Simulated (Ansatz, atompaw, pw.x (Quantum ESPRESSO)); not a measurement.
**pw.x on sc Ta: one setting changed**

Potential: PAW, atompaw 4.2.0.5, PBE; core [Kr] 4d10 4f14, reference 5s2 5p6 5d3 6s2 6p0; waves: 5s (bound): rc 1.20 bohr; 6s (bound): rc 1.70 bohr; 5p (bound): rc 1.75 bohr; 6p (bound, empty): rc 2.65 bohr; 5d (bound): rc 2.65 bohr; 5d channel at 0.5 Ry: rc 2.65 bohr; local part: bessel scheme, radius 2.00 bohr; core correction: smooth core density matched at 1.75 bohr; augmentation: sinc compensation charge, radius 2.45 bohr; PAW radius 2.65 bohr; waves and projectors: custom polynom gramschmidtortho.

The reference run (k-mesh 12³, cutoffs 100/900 Ry, Fermi–Dirac 0.01 Ry, mixing_beta 0.4, conv_thr 1e-9, no spin) gives 1.33 GPa at 20.376 Å³/atom, where all-electron LAPW gives 1.79 GPa. This run, with its own iteration cap, changes nbnd to 19.

```
&control
  calculation='scf', prefix='x', pseudo_dir='./', outdir='./tmp', tstress=.true., disk_io='none'
/
&system
  ibrav=0, nat=1, ntyp=1, ecutwfc=100, ecutrho=900, nbnd=19,
  occupations='smearing', smearing='fd', degauss=0.01
/
&electrons
  conv_thr=1e-09, mixing_beta=0.4, electron_maxstep=50
/
ATOMIC_SPECIES
Ta 1.0 Ta.UPF
CELL_PARAMETERS angstrom
  2.73132247 0.00000000 0.00000000
  0.00000000 2.73132247 0.00000000
  0.00000000 0.00000000 2.73132247
ATOMIC_POSITIONS crystal
Ta 0.0000 0.0000 0.0000
K_POINTS automatic
12 12 12 0 0 0
```

```bash
pw.x < Ta.scf.in > Ta.scf.out
```

Question: How does the run end?

Answer: It converges in 10 iterations; the free energy moves by +0.0 meV/atom and the pressure by -0.01 GPa. The result is that of the reference run.

```
Message from routine setup:
     using ibrav=0 with symmetry is DISCOURAGED, use correct ibrav instead
     lattice parameter (alat)  =       5.1615  a.u.
     unit-cell volume          =     137.5041 (a.u.)^3
     number of electrons       =        13.00
     number of Kohn-Sham states=           19
     kinetic-energy cutoff     =     100.0000  Ry
     charge density cutoff     =     900.0000  Ry
     scf convergence threshold =      1.0E-09
     Exchange-correlation= SLA PW PBX PBC
     number of k points=    84  Fermi-Dirac smearing, width (Ry)=  0.0100
     iteration #  1     ecut=   100.00 Ry     beta= 0.40
     total energy              =    -727.05441659 Ry
     estimated scf accuracy    <       0.01992329 Ry
     iteration #  2     ecut=   100.00 Ry     beta= 0.40
     total energy              =    -727.05309587 Ry
     estimated scf accuracy    <       0.00310533 Ry
     iteration #  3     ecut=   100.00 Ry     beta= 0.40
     total energy              =    -727.05751678 Ry
     estimated scf accuracy    <       0.00055077 Ry
     iteration #  4     ecut=   100.00 Ry     beta= 0.40
     total energy              =    -727.05854466 Ry
     estimated scf accuracy    <       0.00008913 Ry
     iteration #  5     ecut=   100.00 Ry     beta= 0.40
     total energy              =    -727.05855272 Ry
     estimated scf accuracy    <       0.00000160 Ry
     iteration #  6     ecut=   100.00 Ry     beta= 0.40
     total energy              =    -727.05855501 Ry
     estimated scf accuracy    <       0.00000026 Ry
     iteration #  7     ecut=   100.00 Ry     beta= 0.40
     total energy              =    -727.05855304 Ry
     estimated scf accuracy    <       0.00000016 Ry
     iteration #  8     ecut=   100.00 Ry     beta= 0.40
     total energy              =    -727.05855357 Ry
     estimated scf accuracy    <       0.00000001 Ry
     iteration #  9     ecut=   100.00 Ry     beta= 0.40
     total energy              =    -727.05855356 Ry
     estimated scf accuracy    <       0.00000001 Ry
     iteration # 10     ecut=   100.00 Ry     beta= 0.40
     the Fermi energy is    15.7161 ev
!    total energy              =    -727.05855356 Ry
     estimated scf accuracy    <          6.4E-11 Ry
     smearing contrib. (-TS)   =      -0.00371545 Ry
     convergence has been achieved in  10 iterations
          total   stress  (Ry/bohr**3)                   (kbar)     P=       13.18
     Message from routine punch:
     Nothing written, as per user request (disk_io='none')
```

The run took about 35 s on one core of a shared host (Intel(R) Xeon(R) 6975P-C, 192 threads, 378 GiB, load 56).
